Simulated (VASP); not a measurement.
**A VASP 6.6.1 single-point calculation on Li2O**

INCAR

```
LREAL = .FALSE.
ALGO = Normal
SIGMA = 0.01
LWAVE = .FALSE.
MAGMOM = -2 2 -2
EDIFF = 1E-7
NBANDS = 13
ISIF = 2
ISMEAR = 0
NELM = 61
ISPIN = 2
IBRION = -1
ENCUT = 300
PREC = Accurate
LASPH = .TRUE.
METAGGA = R2SCAN
LCHARG = .FALSE.
NSW = 0
```

KPOINTS

```
KPOINTS created by Atomic Simulation Environment
0
Gamma
10 10 10
0 0 0
```

POSCAR

```
Li O
 1.0000000000000000
     0.0000000000000000    2.2863690217432397    2.2863690217432397
     2.2863690217432397    0.0000000000000000    2.2863690217432397
     2.2863690217432397    2.2863690217432397    0.0000000000000000
 Li  O
   2   1
Cartesian
  1.1431845108716199  1.1431845108716199  1.1431845108716199
  3.4295535326148601  3.4295535326148601  3.4295535326148601
  0.0000000000000000  0.0000000000000000  0.0000000000000000
```

The recommended PBE PAW datasets give the neutral cell 12 valence electrons.

Command

```
mpirun -np 1 vasp_std
```

Problem. How does this run end, and what does it give?

Solution. It converged. Results: pressure -41.7 GPa; magnetic moment of the cell 0.00 μB.

OSZICAR

```
N       E                     dE             d eps       ncg     rms          rms(c)
DAV:   1     0.350636706371E+02    0.35064E+02   -0.43580E+03  2567   0.709E+02
DAV:   2    -0.728726411038E+01   -0.42351E+02   -0.40889E+02  3167   0.176E+02
DAV:   3    -0.110498782234E+02   -0.37626E+01   -0.37485E+01  3773   0.389E+01
DAV:   4    -0.110909381638E+02   -0.41060E-01   -0.41058E-01  2946   0.492E+00
DAV:   5    -0.110912792737E+02   -0.34111E-03   -0.34111E-03  3315   0.353E-01    0.287E+01
DAV:   6    -0.145677554521E+02   -0.34765E+01   -0.10872E+01  2853   0.243E+01    0.123E+01
DAV:   7    -0.175830439264E+02   -0.30153E+01   -0.23718E+00  2943   0.133E+01    0.327E+00
DAV:   8    -0.177080861998E+02   -0.12504E+00   -0.17140E-01  2810   0.375E+00    0.136E+00
DAV:   9    -0.176867341711E+02    0.21352E-01   -0.45577E-02  2999   0.209E+00    0.664E-01
DAV:  10    -0.177240397348E+02   -0.37306E-01   -0.73310E-03  2769   0.810E-01    0.116E-01
DAV:  11    -0.177242001009E+02   -0.16037E-03   -0.16230E-03  3099   0.309E-01    0.630E-02
DAV:  12    -0.177246388102E+02   -0.43871E-03   -0.22673E-04  2569   0.141E-01    0.281E-02
DAV:  13    -0.177246915774E+02   -0.52767E-04   -0.93370E-05  2819   0.875E-02    0.958E-03
DAV:  14    -0.177246957354E+02   -0.41580E-05   -0.12181E-05  2549   0.385E-02    0.292E-03
DAV:  15    -0.177246949576E+02    0.77775E-06   -0.23374E-06  2654   0.138E-02    0.121E-03
DAV:  16    -0.177246936714E+02    0.12862E-05   -0.95133E-07  2519   0.716E-03    0.101E-03
DAV:  17    -0.177246931893E+02    0.48212E-06   -0.39786E-07  2509   0.422E-03    0.274E-04
DAV:  18    -0.177246931352E+02    0.54166E-07   -0.37345E-08  2659   0.141E-03
   1 F= -.17724693E+02 E0= -.17724693E+02  d E =0.000000E+00  mag=    -0.0000
```

These settings aren't sound, so the numbers aren't properties of the crystal.

On sound settings r²SCAN gives a gap of 5.73 eV on its mesh and a pressure of 0.2 GPa for the intended cell.
